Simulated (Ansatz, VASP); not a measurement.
# Y: VASP beside Ansatz

```
Y
1.0
    -2.02170    2.02170    2.02170
     2.02170   -2.02170    2.02170
     2.02170    2.02170   -2.02170
Y
1
Direct
  0.00000 0.00000 0.00000
```

Alike in both runs: functional PBE; k mesh 13 × 13 × 13; occupations fermi-dirac, width 0.08 eV; no spin polarisation.

Ansatz relaxed the structure, and its values are those at the end. VASP's run is a single point on that final structure, the one shown.

|  | VASP | Ansatz |
| --- | --- | --- |
| version | VASP 6.6.1 | Ansatz 0.2.0 |
| potentials or method | VASP PAW PBE potentials, release 64 (Y_sv) | PAW with Ansatz's default frozen-core files, scalar-relativistic |
| plane-wave cutoff (eV) | 520 | 420 |
| valence electrons in the cell | 11 | 11 |

```tsv
	VASP	Ansatz	Ansatz less VASP
pressure (GPa)	-0.1	0.0	+0.10
```
